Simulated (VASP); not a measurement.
# BN: molecular dynamics at constant energy

BN, F-43m (no. 216), 8 atoms in the cell. PBE, molecular dynamics; PAW potentials N, B (PBE set).

Ensemble: NVE; Starting temperature (K): 1600.

## Input

INCAR:
```
GGA      = PE             # functional
PREC     = Normal         # precision mode
ENCUT    = 400            # plane-wave cutoff, eV
EDIFF    = 1E-6           # SCF threshold, eV
NELMIN   = 4            
NELM     = 60             # most SCF steps
ALGO     = Normal         # electronic algorithm
LREAL    = Auto         
LASPH    = True           # aspherical terms in the spheres
ISMEAR   = 0              # smearing method
SIGMA    = 0.05           # smearing width, eV
ISYM     = 0            
LWAVE    = False          # write WAVECAR
LCHARG   = False          # write CHGCAR
IBRION   = 0              # ionic algorithm
NSW      = 60             # ionic steps
POTIM    = 1.0            # step
TEBEG    = 1600         
ISIF     = 2              # what is computed and relaxed
RANDOM_SEED= 169544 0 0   
MDALGO   = 1            
ANDERSEN_PROB= 0.0          
KPAR     = 2             
```

KPOINTS:
```
k-points
0
Gamma
  3 3 3
```

POSCAR:
```
BN
1.0
    3.6260020000      0.0000000000      0.0000000000
    0.0000000000      3.6260020000      0.0000000000
    0.0000000000      0.0000000000      3.6260020000
N B
4 4
Direct
    0.2500000000      0.2500000000      0.7500000000
    0.2500000000      0.7500000000      0.2500000000
    0.7500000000      0.2500000000      0.2500000000
    0.7500000000      0.7500000000      0.7500000000
    0.0000000000      0.0000000000      0.0000000000
    0.0000000000      0.5000000000      0.5000000000
    0.5000000000      0.0000000000      0.5000000000
    0.5000000000      0.5000000000      0.0000000000
```

Commands:
```
cat potpaw_PBE.64/N/POTCAR potpaw_PBE.64/B/POTCAR > POTCAR
mpirun -np 2 vasp_std > vasp.out
```

## Result

- Rise of the mean potential energy above the start (meV/atom): 88.6
- Mean temperature (K): 822
- Standard error of the mean temperature (K): 44
- Relative fluctuation of the kinetic energy: 0.390
- Canonical value of that fluctuation: 0.309
- Electronic steps per ionic step after the first: 4.4

Course of the run:

| Time (fs) | Temperature (K) | Potential energy less the first (meV/atom) |
|---|---|---|
| 1 | 1600 | 0.0 |
| 6 | 807 | 90.3 |
| 10 | 138 | 166.4 |
| 15 | 571 | 117.0 |
| 19 | 1112 | 55.5 |
| 24 | 1091 | 58.0 |
| 28 | 789 | 92.4 |
| 33 | 664 | 106.5 |
| 37 | 636 | 109.6 |
| 42 | 667 | 106.2 |
| 46 | 839 | 86.7 |
| 51 | 1111 | 55.8 |
| 55 | 1048 | 62.8 |
| 60 | 543 | 120.2 |

The mean temperature lies below the starting 1600 K, since the atoms start on their sites and part of their kinetic energy turns into potential energy.

REPORT:
```
MDALGO =   1
         ANDERSEN_PROB =  0.00000000
               SCALING =       0
                 CNEXP =     9.000   14.000
           RANDOM_SEED =            169544                0                0

   original number of atomic DOF:         21
   number of independent constraints:      0
   number of active DOF:                  21

========================================
         MD step No.       1
========================================

  Atomic velocities initialized by STEP_tb

  >Energies
                    E_tot             E_pot             E_kin               EPS                ES
   e_b>   -0.68339751E+02   -0.69787472E+02    0.14477208E+01    0.00000000E+00    0.00000000E+00

  >Temperature
               T_sim     T_inst
   tmprt>   1600.000   1600.000

  >Thermostat, num. of collisions:                0

           RANDOM_SEED =            169544               96                0

[... steps left out ...]

========================================
         MD step No.      60
========================================

  >Energies
                    E_tot             E_pot             E_kin               EPS                ES
   e_b>   -0.68334476E+02   -0.68825530E+02    0.49105345E+00    0.00000000E+00    0.00000000E+00

  >Temperature
               T_sim     T_inst
   tmprt>   1600.000    542.705

  >Thermostat, num. of collisions:                0

           RANDOM_SEED =            169544             2928                0
```

OSZICAR:
```
N       E                     dE             d eps       ncg     rms          rms(c)
DAV:   1     0.104039357493E+03    0.10404E+03   -0.15212E+04   588   0.122E+03
DAV:   2    -0.688282208043E+02   -0.17287E+03   -0.16554E+03   831   0.272E+02
DAV:   3    -0.735284661292E+02   -0.47002E+01   -0.46856E+01   728   0.490E+01
DAV:   4    -0.735629903233E+02   -0.34524E-01   -0.34490E-01   718   0.446E+00
DAV:   5    -0.735634940483E+02   -0.50373E-03   -0.50366E-03   718   0.490E-01    0.133E+01
DAV:   6    -0.701119475736E+02    0.34515E+01   -0.10961E+01   678   0.196E+01    0.655E+00
DAV:   7    -0.698451017091E+02    0.26685E+00   -0.47199E-01   721   0.481E+00    0.395E+00
DAV:   8    -0.697884812954E+02    0.56620E-01   -0.15779E-01   656   0.281E+00    0.304E-01
DAV:   9    -0.697870118349E+02    0.14695E-02   -0.45711E-03   736   0.450E-01    0.170E-01
DAV:  10    -0.697874680623E+02   -0.45623E-03   -0.90543E-04   706   0.221E-01    0.411E-02
DAV:  11    -0.697874826769E+02   -0.14615E-04   -0.35137E-04   728   0.113E-01    0.283E-02
DAV:  12    -0.697874715276E+02    0.11149E-04   -0.62018E-05   718   0.505E-02    0.459E-03
[... left out ...]
     59 T=   655. E= -.68334974E+02 F= -.68927829E+02 E0= -.68927829E+02  EK= 0.59286E+00 SP= 0.00E+00 SK= 0.00E+00
[... last step whole ...]
       N       E                     dE             d eps       ncg     rms          rms(c)
DAV:   1    -0.688254197414E+02    0.10241E+00   -0.10817E-03  1046   0.266E+00    0.177E-02
DAV:   2    -0.688255320206E+02   -0.11228E-03   -0.11451E-03   678   0.274E-01    0.147E-02
DAV:   3    -0.688255309295E+02    0.10911E-05   -0.74014E-06   699   0.221E-02    0.107E-02
DAV:   4    -0.688255296294E+02    0.13000E-05   -0.42561E-06   694   0.160E-02    0.529E-03
DAV:   5    -0.688255295469E+02    0.82518E-07   -0.64770E-07   464   0.654E-03
     60 T=   543. E= -.68334476E+02 F= -.68825530E+02 E0= -.68825530E+02  EK= 0.49105E+00 SP= 0.00E+00 SK= 0.00E+00
```

Limits: 60 fs of 8 atoms are too short for converged averages; the cell is only 3.6 Å across, so each atom moves in step with near copies of itself.

VASP 6.6.1 took 90 s on 2 cores (Intel Xeon Platinum 8488C (Sapphire Rapids)), a shared host.
